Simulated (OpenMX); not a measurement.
Crystal: C.

```
CELL_PARAMETERS angstrom
2.52210 0.00000 0.00000
-1.26105 2.18420 0.00000
0.00000 0.00000 8.23710
ATOMIC_POSITIONS crystal
C 0.66667 0.33333 0.84375
C 0.33333 0.66667 0.34375
C 0.66667 0.33333 0.65625
C 0.33333 0.66667 0.15625
C 0.00000 0.00000 0.90625
C 0.00000 0.00000 0.40625
C 0.00000 0.00000 0.59375
C 0.00000 0.00000 0.09375
```

This is a hexagonal form of diamond, not graphite.

| Quantity | Value |
| --- | --- |
| Program | OpenMX 3.8.5 |
| Task | single point |
| Functional | PBE |
| Potentials or basis | OpenMX 2013 PBE set, C6.0-s2p2d1, grid cutoff 300 Ry |
| k mesh | 13 × 13 × 5 |
| Occupations | fermi-dirac, width 0.05 eV |
| Spin | no spin polarisation |

On this cell: pressure 2.4 GPa; largest force 0.341 eV/Å; band gap on the k mesh 4.65 eV, indirect (least direct gap 5.28 eV).

The same run follows on a disturbed copy (atoms moved at random, drawn with an rms of 0.05 Å):

```
CELL_PARAMETERS angstrom
2.52210 0.00000 0.00000
-1.26105 2.18420 0.00000
0.00000 0.00000 8.23710
ATOMIC_POSITIONS crystal
C 0.68713 0.35110 0.84840
C 0.33849 0.68121 0.34483
C 0.64907 0.31102 0.65284
C 0.34016 0.65967 0.15310
C 0.00173 0.00253 0.91156
C 0.99029 0.99557 0.39648
C 0.01803 0.01449 0.58987
C 0.00476 0.00024 0.09064
```

**Question.** What does the disturbed cell give?

**Answer.** The energy moves by +60.0 meV/atom; pressure 4.7 GPa; largest force 4.119 eV/Å; band gap on the k mesh 3.93 eV, indirect (least direct gap 4.27 eV).

Forces on the atoms (eV/Å):
```
C   -1.111 -1.599 -1.081
C   -0.345 -1.739 -2.649
C    1.950  2.855  0.721
C   -0.633  0.790  0.233
C    0.852  1.016 -1.864
C    0.898  1.723  3.632
C   -1.969 -2.582 -0.290
C    0.353 -0.468  1.298
```

Caveats: an odd mesh through Γ misses points on the zone boundary, where band edges often lie; the basis of atomic orbitals isn't converged, which shifts pressures, moduli and gaps.
